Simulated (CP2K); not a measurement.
Runs of CP2K 2026.2 on BaZrO3. The structure is cubic, space group Pm-3m (No. 221). Conventional cell: a = 4.191 Å, b = 4.191 Å, c = 4.191 Å, α = 90.00°, β = 90.00°, γ = 90.00°. Ba (site symmetry m-3m) has 12 O at 2.96 Å as nearest neighbours. Zr (site symmetry m-3m) has 6 O at 2.10 Å as nearest neighbours. O (site symmetry 4/mmm) is surrounded by 2 Zr at 2.10 Å. 

| task | level | potentials or basis | smearing | EPS_DEFAULT | NGRIDS | points a segment of the path (NPOINTS) | bands added on the path | MPI ranks | pressure (GPa) | V0 of scaled cells (Å³/atom) | B0 (GPa) |
| --- | --- | --- | --- | --- | --- | --- | --- | --- | --- | --- | --- |
| band structure | r2SCAN | POTENTIAL_UZH Ba GTH-SCAN-q10, Zr GTH-SCAN-q12, O GTH-SCAN-q6; TZVP-MOLOPT-SCAN-GTH basis | fermi-dirac 0.05 eV | 1.0E-10 | 4 | 10 | 2 | 4 | 3.8 | - | - |
| band structure | LDA | GTH_POTENTIALS Ba GTH-PADE-q10, Zr GTH-PADE-q12, O GTH-PADE-q6; TZVP-MOLOPT-PBE-GTH basis | fermi-dirac 0.1 eV | 1.0E-9 | 5 | 10 | 4 | 4 | (b) | - | - |
| equation of state | PBEsol | POTENTIAL_UZH Ba GTH-PBE-q10, Zr GTH-PBE-q12, O GTH-PBE-q6; TZVP-MOLOPT-PBE-GTH basis | fermi-dirac 0.05 eV | 1.0E-10 | 4 | - | - | - | - | 14.84 | 161 |
| equation of state | LDA | GTH_POTENTIALS Ba GTH-PADE-q10, Zr GTH-PADE-q12, O GTH-PADE-q6; TZVP-MOLOPT-PBE-GTH basis | fermi-dirac 0.05 eV | 1.0E-9 | 5 | - | - | - | - | 14.30 | 175 |
| band structure | PBEsol | POTENTIAL_UZH Ba GTH-PBE-q10, Zr GTH-PBE-q12, O GTH-PBE-q6; TZVP-MOLOPT-PBE-GTH basis | fermi-dirac 0.05 eV | 1.0E-9 | 4 | 8 | 6 | 4 | (a) | - | - |

Alike in all rows: no spin polarisation; cell as given; k mesh 6 × 6 × 6.

**Question.** Estimate the missing entries.

**Answer.** (a) 1.3; (b) -4.8.

Caveats: the basis of atomic orbitals isn't converged, which shifts pressures, moduli and gaps; the potentials were made for another functional, which shifts forces and pressure (some runs).

Not every run made on this cell is shown here.
